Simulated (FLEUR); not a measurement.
# AlN (P6_3mc) in FLEUR: a series of runs

One crystal, AlN, is run at these levels: PBEsol, LDA; tasks: equation of state, band structure.

All numbers are computed with FLEUR MaX-R8.1 (later development tree); they aren't measurements. Logs are shortened: lines on timing, memory, paths and dates and some standing lists are left out, and cuts for length are marked.

**What was measured.**

“Self-assembly of well-separated AlN nanowires directly on sputtered metallic TiN films”, 2019, arxiv:1910.07391 quotes, for a bulk crystal of AlN at 10 K: band gap 6.034 eV (an exciton energy, a little under the gap).

How close the calculation comes is told below.

## (1) The structure

It takes space group P6_3mc (No. 186, hexagonal). The conventional cell has a = 3.113 Å, b = 3.113 Å, c = 4.981 Å, α = 90.00°, β = 90.00°, γ = 120.00°. Al (site symmetry 3m) is surrounded by 4 N at 1.89 Å. Around N (site symmetry 3m) lie 4 Al at 1.89 Å.

## (2) Equation of state, PBEsol, 9.82 Å³/atom (volume scaled by 0.94)

Input file inp.xml:

```xml
<?xml version="1.0" encoding="UTF-8" standalone="no"?>
<fleurInput fleurInputVersion="0.39">
   <comment>
      AlN                                                                                                 
   </comment>
   <calculationSetup>
      <cutoffs Kmax="5.7" Gmax="17.7" GmaxXC="17.7" numbands="0"/>
      <scfLoop itmax="60" minDistance="0.00001" maxIterBroyd="15" imix="Anderson" alpha="0.05" precondParam="0.0" spinf="2.0" sdNocoIR="T"/>
      <coreElectrons ctail="T" frcor="F" kcrel="0" coretail_lmax="0"/>
      <xcFunctional name="PBEs" relativisticCorrections="F"/>
      <magnetism jspins="1"/>
      <soc l_soc="F" theta="0.0" phi="0.0" spav="F"/>
      <expertModes spex="0" secvar="F"/>
      <geometryOptimization l_f="F" forcealpha="1.0" forcemix="BFGS" epsdisp="0.00001" epsforce="0.00001"/>
      <ldaU l_linMix="F" mixParam="0.05" spinf="1.0"/>
   </calculationSetup>
   <cell>
      <bzIntegration valenceElectrons="32.0" mode="hist" fermiSmearingEnergy="0.00183747">
         <kPointListSelection listName="default-1"/>
         <!-- k-points included here -->
         <xi:include xmlns:xi="http://www.w3.org/2001/XInclude" href="kpts.xml"> </xi:include>
      </bzIntegration>
      <!-- symmetry operations included here -->
      <xi:include xmlns:xi="http://www.w3.org/2001/XInclude" href="sym.xml"> </xi:include>
      <bulkLattice scale="0.9795861087">
         <bravaisMatrix>
            <row-1>    5.8827174258797994     0.0000000000000000     0.0000000000000000</row-1>
            <row-2>   -2.9413587129398997     5.0945827341332919     0.0000000000000000</row-2>
            <row-3>    0.0000000000000000     0.0000000000000000     9.4127258266325988</row-3>
         </bravaisMatrix>
      </bulkLattice>
   </cell>
   <atomSpecies>
      <species name="Aluminum (Al)" element="Al" atomicNumber="13">
         <mtSphere radius="1.72" gridPoints="585" logIncrement="0.019"/>
         <atomicCutoffs lmax="8" lnonsphr="8"/>
         <electronConfig flipSpins="F">
            <coreConfig>(1s1/2)</coreConfig>
            <valenceConfig>(2s1/2) (2p1/2) (2p3/2) (3s1/2) (3p1/2) (3p3/2)</valenceConfig>
            <stateOccupation state="(3p1/2)" spinUp="0.166667" spinDown="0.166667"/>
            <stateOccupation state="(3p3/2)" spinUp="0.333333" spinDown="0.333333"/>
         </electronConfig>
         <energyParameters s="3" p="3" d="3" f="4"/>
         <lo type="SCLO" l="0" n="2" eDeriv="0"/>
         <lo type="SCLO" l="1" n="2" eDeriv="0"/>
         <lo type="SCLO" l="2" n="3" eDeriv="2"/>
         <lo type="SCLO" l="3" n="4" eDeriv="2"/>
      </species>
      <species name="Nitrogen (N)" element="N" atomicNumber="7">
         <mtSphere radius="1.49" gridPoints="509" logIncrement="0.021"/>
         <atomicCutoffs lmax="8" lnonsphr="8"/>
         <electronConfig flipSpins="F">
            <coreConfig>(1s1/2)</coreConfig>
            <valenceConfig>(2s1/2) (2p1/2) (2p3/2)</valenceConfig>
            <stateOccupation state="(2p1/2)" spinUp="0.500000" spinDown="0.500000"/>
            <stateOccupation state="(2p3/2)" spinUp="1.000000" spinDown="1.000000"/>
         </electronConfig>
         <energyParameters s="2" p="2" d="3" f="4"/>
         <lo type="SCLO" l="0" n="2" eDeriv="2"/>
         <lo type="SCLO" l="1" n="2" eDeriv="2"/>
         <lo type="SCLO" l="2" n="3" eDeriv="2"/>
      </species>
   </atomSpecies>
   <atomGroups>
      <atomGroup species="Aluminum (Al)">
         <relPos label="                   1">-1.000/3.000 1.000/3.000 1.000/2.000</relPos>
         <relPos label="                   2">1.000/3.000 -1.000/3.000 .0000000000</relPos>
         <force calculate="T" relaxXYZ="TTT"/>
      </atomGroup>
      <atomGroup species="Nitrogen (N)">
         <relPos label="                   3">-1.000/3.000 1.000/3.000 -3.000/25.000</relPos>
         <relPos label="                   4">1.000/3.000 -1.000/3.000 .3800000000</relPos>
         <force calculate="T" relaxXYZ="TTT"/>
      </atomGroup>
   </atomGroups>
   <output dos="F" band="F" slice="F">
      <checks vchk="F" cdinf="F"/>
      <bandDOS minEnergy="-.5*Htr" maxEnergy="0.5*Htr" sigma="0.015" storeEVData="T"/>
      <vacuumDOS vacdos="F" integ="F" star="F" nstars="0" locx1="0.0" locy1="0.0" locx2="0.0" locy2="0.0" nstm="0" tworkf="0.0"/>
      <unfoldingBand unfoldBand="F" supercellX="1" supercellY="1" supercellZ="1"/>
      <plotting iplot="0" polar="F">
         <plot TwoD="T" vec1="  1.0  0.0  0.0" vec2="  0.0  1.0  0.0" vec3="  0.0  0.0  1.0" zero="  0.0  0.0  0.0" file="plot"/>
      </plotting>
      <chargeDensitySlicing numkpt="0" minEigenval="0.0" maxEigenval="0.0" nnne="0" pallst="F"/>
      <specialOutput eonly="F"/>
      <moessbauerParams electricFieldGradient="T" isomerShift="T" coreHyperfine="T" valenceHyperfine="T"/>
      <magneticCircularDichroism mcd="F" energyLo="-10.0" energyUp="0.0"/>
   </output>
  <!-- We include the file relax.xml here to enable relaxations (see documentation) -->
  <xi:include xmlns:xi="http://www.w3.org/2001/XInclude" href="relax.xml"> <xi:fallback/> </xi:include>
</fleurInput>
```

Potentials or basis: all-electron, FLAPW.

Run with:

```console
> inpgen -f crystal.txt -profile fastHighL
> # inp.xml edited to the form shown
> mpirun -n 4 fleur_MPI -pe_per_kpt 1
```

Output:

```text
Welcome to FLEUR        (www.flapw.de)
      MaX-Release 8.1          (www.max-centre.eu)

 ========== k-point set info ==========
 Selected k-point list: default-1
 k-point list type: mesh
 10 x 10 x 6
 Number of k points: 56

 ------------Calculation Setup---------------------------
 Number of MPI-tasks      :            4
 Number of PE/node        :            4
 Number of OMP-threads    :            1
 Using exactly            1  PE per kpt
 k-points in parallel     :            4
 pe's per k-point         :            1
 No of k-point loops      :           14
 Using exactly            1  PE per kpt
 Using exactly            1  PE per kpt
 Using exactly            1  PE per kpt
 Eigenvalue solver        :       lapack
 Number of basis functions:          952
 Approximate size of matrices (H+S) per k-point:         0.027 GB
 --------------------------------------------------------
 Iteration:     1   Distance:      28.93439191 me/bohr^3
 Iteration:     2   Distance:      25.18790998 me/bohr^3
 Iteration:     3   Distance:       8.46150353 me/bohr^3
 Iteration:     4   Distance:       5.04341790 me/bohr^3
 Iteration:     5   Distance:       0.78667311 me/bohr^3
 Iteration:     6   Distance:       0.65714300 me/bohr^3
 Iteration:     7   Distance:       0.18085427 me/bohr^3
 Iteration:     8   Distance:       0.12170687 me/bohr^3
 Iteration:     9   Distance:       0.02143932 me/bohr^3
 Iteration:    10   Distance:       0.00124399 me/bohr^3
 Iteration:    11   Distance:       0.00115313 me/bohr^3
 Iteration:    12   Distance:       0.00025043 me/bohr^3
 Iteration:    13   Distance:       0.00014847 me/bohr^3
 Iteration:    14   Distance:       0.00001451 me/bohr^3
 Iteration:    15   Distance:       0.00000271 me/bohr^3

 ********************************************************************
 Run finished successfully
 Stop message:
   all done
 ********************************************************************
```

Wall time 2.7 min (4 MPI ranks of Arm Neoverse V2, shared host).

Results:

| Item | Value |
| --- | --- |
| Free energy | -16164.1614 eV |
| Band gap on the k mesh | 4.69 eV, direct |
| Valence electrons inside the program's atomic spheres | Al 8.59; N 3.76 (radii Al 1.72, N 1.49 bohr) |

## (3) Equation of state, PBEsol, 10.03 Å³/atom (volume scaled by 0.96)

Changes to inp.xml since step 2:

```diff
@@ -24,3 +24,3 @@
       <xi:include xmlns:xi="http://www.w3.org/2001/XInclude" href="sym.xml"> </xi:include>
-      <bulkLattice scale="0.9795861087">
+      <bulkLattice scale="0.9864848297">
          <bravaisMatrix>
```

Potentials or basis: all-electron, FLAPW.

Run with:

```console
> inpgen -f crystal.txt -profile fastHighL
> # inp.xml edited to the form shown
> mpirun -n 4 fleur_MPI -pe_per_kpt 1
```

Wall time 2.7 min (4 MPI ranks of Arm Neoverse V2, shared host).

Results (log left out):

| Quantity | Value |
| --- | --- |
| Free energy | -16164.2216 eV |
| Band gap on the k mesh | 4.50 eV, direct |
| Valence electrons inside the program's atomic spheres | Al 8.58; N 3.74 (radii Al 1.72, N 1.49 bohr) |

## (4) Equation of state, PBEsol, 10.24 Å³/atom (volume scaled by 0.98)

Changes to inp.xml since step 3:

```diff
@@ -24,3 +24,3 @@
       <xi:include xmlns:xi="http://www.w3.org/2001/XInclude" href="sym.xml"> </xi:include>
-      <bulkLattice scale="0.9864848297">
+      <bulkLattice scale="0.9932883884">
          <bravaisMatrix>
```

Run with:

```console
> inpgen -f crystal.txt -profile fastHighL
> # inp.xml edited to the form shown
> mpirun -n 4 fleur_MPI -pe_per_kpt 1
```

Run time: 2.8 min. Hardware: 4 MPI ranks of Arm Neoverse V2, shared host.

Results (log left out):

```
Free energy                                           : -16164.2563 eV
Band gap on the k mesh                                : 4.32 eV, direct
Valence electrons inside the program's atomic spheres : Al 8.56; N 3.72 (radii Al 1.72, N 1.49 bohr)
```

## (5) Equation of state, PBEsol, 10.45 Å³/atom

Changes to inp.xml since step 4:

```diff
@@ -24,3 +24,3 @@
       <xi:include xmlns:xi="http://www.w3.org/2001/XInclude" href="sym.xml"> </xi:include>
-      <bulkLattice scale="0.9932883884">
+      <bulkLattice scale="1.0000000000">
          <bravaisMatrix>
```

Run with:

```console
> inpgen -f crystal.txt -profile fastHighL
> # inp.xml edited to the form shown
> mpirun -n 4 fleur_MPI -pe_per_kpt 1
```

Run time: 3 min. Hardware: 4 MPI ranks of Arm Neoverse V2, shared host.

Results (log left out):

| Property | Result |
| --- | --- |
| Free energy | -16164.2677 eV |
| Band gap on the k mesh | 4.14 eV, direct |
| Valence electrons inside the program's atomic spheres | Al 8.55; N 3.70 (radii Al 1.72, N 1.49 bohr) |

## (6) Equation of state, PBEsol, 10.66 Å³/atom (volume scaled by 1.02)

Changes to inp.xml since step 5:

```diff
@@ -24,3 +24,3 @@
       <xi:include xmlns:xi="http://www.w3.org/2001/XInclude" href="sym.xml"> </xi:include>
-      <bulkLattice scale="1.0000000000">
+      <bulkLattice scale="1.0066227096">
          <bravaisMatrix>
```

Potentials or basis: all-electron, FLAPW.

Run with:

```console
> inpgen -f crystal.txt -profile fastHighL
> # inp.xml edited to the form shown
> mpirun -n 4 fleur_MPI -pe_per_kpt 1
```

Run time: 3.3 min. Hardware: 4 MPI ranks of Arm Neoverse V2, shared host.

It converged, with:

```yaml
Free_energy: -16164.2581 eV
Band_gap_on_the_k_mesh: 3.97 eV, direct
Valence_electrons_inside_the_program's_atomic_spheres: Al 8.54; N 3.69 (radii Al 1.72, N 1.49 bohr)
```

## (7) Equation of state, PBEsol, 10.87 Å³/atom (volume scaled by 1.04)

Changes to inp.xml since step 6:

```diff
@@ -24,3 +24,3 @@
       <xi:include xmlns:xi="http://www.w3.org/2001/XInclude" href="sym.xml"> </xi:include>
-      <bulkLattice scale="1.0066227096">
+      <bulkLattice scale="1.0131594038">
          <bravaisMatrix>
```

Run with:

```console
> inpgen -f crystal.txt -profile fastHighL
> # inp.xml edited to the form shown
> mpirun -n 4 fleur_MPI -pe_per_kpt 1
```

Run time: 3.3 min. Hardware: 4 MPI ranks of Arm Neoverse V2, shared host.

Results (log left out):

* Free energy: -16164.2294 eV
* Band gap on the k mesh: 3.81 eV, direct
* Valence electrons inside the program's atomic spheres: Al 8.53; N 3.67 (radii Al 1.72, N 1.49 bohr)

## (8) Equation of state, PBEsol, 11.08 Å³/atom (volume scaled by 1.06)

Changes to inp.xml since step 7:

```diff
@@ -24,3 +24,3 @@
       <xi:include xmlns:xi="http://www.w3.org/2001/XInclude" href="sym.xml"> </xi:include>
-      <bulkLattice scale="1.0131594038">
+      <bulkLattice scale="1.0196128224">
          <bravaisMatrix>
```

Run with:

```console
> inpgen -f crystal.txt -profile fastHighL
> # inp.xml edited to the form shown
> mpirun -n 4 fleur_MPI -pe_per_kpt 1
```

It took 3.2 min on 4 MPI ranks of Arm Neoverse V2, shared host.

Results (log left out):

| Item | Value |
| --- | --- |
| Free energy | -16164.1835 eV |
| Band gap on the k mesh | 3.65 eV, direct |
| Valence electrons inside the program's atomic spheres | Al 8.52; N 3.66 (radii Al 1.72, N 1.49 bohr) |

## (9) Equation of state, PBEsol

Potentials or basis: all-electron, FLAPW.

This step only gathers the single runs of the series.

What came out:

| Property | Result |
| --- | --- |
| Equilibrium volume | 10.46 Å³/atom |
| Bulk modulus at fixed shape and positions | 201 GPa |
| Pressure derivative of the bulk modulus | 3.9 |

Energy against volume, from the lowest point:
```
volume (Å³/atom)  energy (meV/atom)
           9.824              26.58
          10.033              11.52
          10.242               2.86
          10.451               0.00
          10.660               2.39
          10.869               9.56
          11.078              21.05
```

Caveat: the cell was scaled at fixed shape and fractional positions, which overstates the stiffness of a crystal with free parameters, most of all of layers and chains.

## (10) Band structure, LDA

Changes to inp.xml since step 8:

```diff
@@ -6,6 +6,6 @@
    <calculationSetup>
-      <cutoffs Kmax="5.7" Gmax="17.7" GmaxXC="17.7" numbands="0"/>
+      <cutoffs Kmax="5.54" Gmax="17.2" GmaxXC="17.2" numbands="0"/>
       <scfLoop itmax="60" minDistance="0.00001" maxIterBroyd="15" imix="Anderson" alpha="0.05" precondParam="0.0" spinf="2.0" sdNocoIR="T"/>
       <coreElectrons ctail="T" frcor="F" kcrel="0" coretail_lmax="0"/>
-      <xcFunctional name="PBEs" relativisticCorrections="F"/>
+      <xcFunctional name="vwn" relativisticCorrections="F"/>
       <magnetism jspins="1"/>
@@ -24,3 +24,3 @@
       <xi:include xmlns:xi="http://www.w3.org/2001/XInclude" href="sym.xml"> </xi:include>
-      <bulkLattice scale="1.0196128224">
+      <bulkLattice scale="1.0">
          <bravaisMatrix>
@@ -34,3 +34,3 @@
       <species name="Aluminum (Al)" element="Al" atomicNumber="13">
-         <mtSphere radius="1.72" gridPoints="585" logIncrement="0.019"/>
+         <mtSphere radius="1.77" gridPoints="585" logIncrement="0.019"/>
          <atomicCutoffs lmax="8" lnonsphr="8"/>
@@ -49,3 +49,3 @@
       <species name="Nitrogen (N)" element="N" atomicNumber="7">
-         <mtSphere radius="1.49" gridPoints="509" logIncrement="0.021"/>
+         <mtSphere radius="1.54" gridPoints="509" logIncrement="0.021"/>
          <atomicCutoffs lmax="8" lnonsphr="8"/>
```

Input file crystal.txt:

```
AlN
&input cartesian=F /
3.1130000000  0.0000000000  0.0000000000
-1.5565000000  2.6959370820  0.0000000000
0.0000000000  0.0000000000  4.9810000000
1.8897261246
1.0 1.0 1.0

4
13 0.6666666666  0.3333333332  0.5000000000
13 0.3333333332  0.6666666666  0.0000000000
7 0.6666666666  0.3333333332  0.8800000000
7 0.3333333332  0.6666666666  0.3800000000

&kpt div1=10 div2=10 div3=6 gamma=T /
```

Input file inp.xml (bands):

```
<?xml version="1.0" encoding="UTF-8" standalone="no"?>
<fleurInput fleurInputVersion="0.39">
   <comment>
      AlN                                                                                                 
   </comment>
   <calculationSetup>
      <cutoffs Kmax="5.54" Gmax="17.2" GmaxXC="17.2" numbands="0"/>
      <scfLoop itmax="60" minDistance="0.00001" maxIterBroyd="15" imix="Anderson" alpha="0.05" precondParam="0.0" spinf="2.0" sdNocoIR="T"/>
      <coreElectrons ctail="T" frcor="F" kcrel="0" coretail_lmax="0"/>
      <xcFunctional name="vwn" relativisticCorrections="F"/>
      <magnetism jspins="1"/>
      <soc l_soc="F" theta="0.0" phi="0.0" spav="F"/>
      <expertModes spex="0" secvar="F"/>
      <geometryOptimization l_f="F" forcealpha="1.0" forcemix="BFGS" epsdisp="0.00001" epsforce="0.00001"/>
      <ldaU l_linMix="F" mixParam="0.05" spinf="1.0"/>
   </calculationSetup>
   <cell>
      <bzIntegration valenceElectrons="32.0" mode="hist" fermiSmearingEnergy="0.00183747">
         <kPointListSelection listName="path-1"/>
         <!-- k-points included here -->
         <xi:include xmlns:xi="http://www.w3.org/2001/XInclude" href="kpts.xml"> </xi:include>
      </bzIntegration>
      <!-- symmetry operations included here -->
      <xi:include xmlns:xi="http://www.w3.org/2001/XInclude" href="sym.xml"> </xi:include>
      <bulkLattice scale="1.0">
[... 31 lines left out ...]
         </electronConfig>
         <energyParameters s="2" p="2" d="3" f="4"/>
         <lo type="SCLO" l="0" n="2" eDeriv="2"/>
         <lo type="SCLO" l="1" n="2" eDeriv="2"/>
         <lo type="SCLO" l="2" n="3" eDeriv="2"/>
      </species>
   </atomSpecies>
   <atomGroups>
      <atomGroup species="Aluminum (Al)">
         <relPos label="                   1">-1.000/3.000 1.000/3.000 1.000/2.000</relPos>
         <relPos label="                   2">1.000/3.000 -1.000/3.000 .0000000000</relPos>
         <force calculate="T" relaxXYZ="TTT"/>
      </atomGroup>
      <atomGroup species="Nitrogen (N)">
         <relPos label="                   3">-1.000/3.000 1.000/3.000 -3.000/25.000</relPos>
         <relPos label="                   4">1.000/3.000 -1.000/3.000 .3800000000</relPos>
         <force calculate="T" relaxXYZ="TTT"/>
      </atomGroup>
   </atomGroups>
   <output dos="F" band="T" slice="F">
      <checks vchk="F" cdinf="F"/>
      <bandDOS minEnergy="-.5*Htr" maxEnergy="0.5*Htr" sigma="0.015" storeEVData="T"/>
      <vacuumDOS vacdos="F" integ="F" star="F" nstars="0" locx1="0.0" locy1="0.0" locx2="0.0" locy2="0.0" nstm="0" tworkf="0.0"/>
      <unfoldingBand unfoldBand="F" supercellX="1" supercellY="1" supercellZ="1"/>
      <plotting iplot="0" polar="F">
         <plot TwoD="T" vec1="  1.0  0.0  0.0" vec2="  0.0  1.0  0.0" vec3="  0.0  0.0  1.0" zero="  0.0  0.0  0.0" file="plot"/>
      </plotting>
      <chargeDensitySlicing numkpt="0" minEigenval="0.0" maxEigenval="0.0" nnne="0" pallst="F"/>
      <specialOutput eonly="F"/>
      <moessbauerParams electricFieldGradient="T" isomerShift="T" coreHyperfine="T" valenceHyperfine="T"/>
      <magneticCircularDichroism mcd="F" energyLo="-10.0" energyUp="0.0"/>
   </output>
  <!-- We include the file relax.xml here to enable relaxations (see documentation) -->
  <xi:include xmlns:xi="http://www.w3.org/2001/XInclude" href="relax.xml"> <xi:fallback/> </xi:include>
</fleurInput>
```

Run with:

```console
> inpgen -f crystal.txt -profile fastHighL
> # inp.xml edited to the form shown
> mpirun -n 4 fleur_MPI -pe_per_kpt 1
> mpirun -n 4 fleur_MPI -pe_per_kpt 1   # second run, on inp.xml (bands)
```

Run time: 2.9 min. Hardware: 4 MPI ranks of Arm Neoverse V1, shared host.

It converged, with:

- Free energy: -16132.6067 eV
- Band gap on the k mesh: 4.24 eV, direct
- Band gap along the path: 4.24 eV, direct
- Valence electrons inside the program's atomic spheres: Al 8.65; N 3.88 (radii Al 1.77, N 1.54 bohr)

Levels at the corners of the path, in eV from the valence-band top:
```csv
point,band 14,band 15,band 16,band 17,band 18,band 19
Γ,-0.18,-0.18,0.00,4.24,6.55,10.48
M,-2.08,-1.79,-0.66,5.68,5.71,8.10
K,-2.44,-2.40,-2.40,4.92,8.25,9.57
Γ,-0.18,-0.18,0.00,4.24,6.55,10.48
A,-0.52,-0.52,-0.52,6.42,6.42,10.17
L,-1.45,-1.36,-1.36,5.22,5.22,9.12
H,-3.87,-0.79,-0.79,7.31,7.31,7.74
A,-0.52,-0.52,-0.52,6.42,6.42,10.17
L,-1.45,-1.36,-1.36,5.22,5.22,9.12
M,-2.08,-1.79,-0.66,5.68,5.71,8.10
K,-2.44,-2.40,-2.40,4.92,8.25,9.57
H,-3.87,-0.79,-0.79,7.31,7.31,7.74
```

Core levels (eV from the Fermi level):
```csv
atom,levels
1 Al,1s1/2 -1496.2
2 Al,1s1/2 -1496.2
3 N,1s1/2 -370.2
4 N,1s1/2 -370.2
```

## (11) How close it comes

Step 10. A measured gap of AlN is 6.034 eV (an exciton energy, a little under the gap; 10 K; quoted in “Self-assembly of well-separated AlN nanowires directly on sputtered metallic TiN films”, 2019, arxiv:1910.07391); the calculated 4.24 eV misses it by -1.79 eV. 2 values of this kind are on record (6.034 to 6.0343 eV); this one was drawn at random. The value is that of LDA, without temperature or zero-point motion. Semilocal functionals fall short of measured gaps as a rule.
